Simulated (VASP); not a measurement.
**ZrC: equation of state with PBE**

The system is ZrC.

```
Zr C
1.0
     0.00000    2.36500    2.36500
     2.36500    0.00000    2.36500
     2.36500    2.36500    0.00000
Zr C
1 1
Direct
  0.50000 0.50000 0.50000
  0.00000 0.00000 0.00000
```

```json
{
  "Program": "VASP 6.6.1",
  "Task": "equation of state",
  "Functional": "PBE",
  "Potentials or basis": "VASP PAW PBE potentials, release 64 (Zr_sv, C)",
  "Cutoff": "520 eV",
  "k mesh": "10 × 10 × 10",
  "Occupations": "fermi-dirac, width 0.05 eV",
  "Spin": "no spin polarisation"
}
```

| Property | Result |
| --- | --- |
| Equilibrium volume | 13.07 Å³/atom |
| Bulk modulus | 221 GPa |
| Pressure derivative of the bulk modulus | 4.1 |

Energy against volume, from the lowest point:
```
volume (Å³/atom)  energy (meV/atom)
          12.434              22.64
          12.699               7.04
          12.963               0.00
          13.228               0.67
          13.493               8.31
          13.757              22.25
          14.022              41.86
```

All runs of the series together: 2 min on 1 thread of Intel(R) Xeon(R) Platinum 8488C (Sapphire Rapids) (shared host).
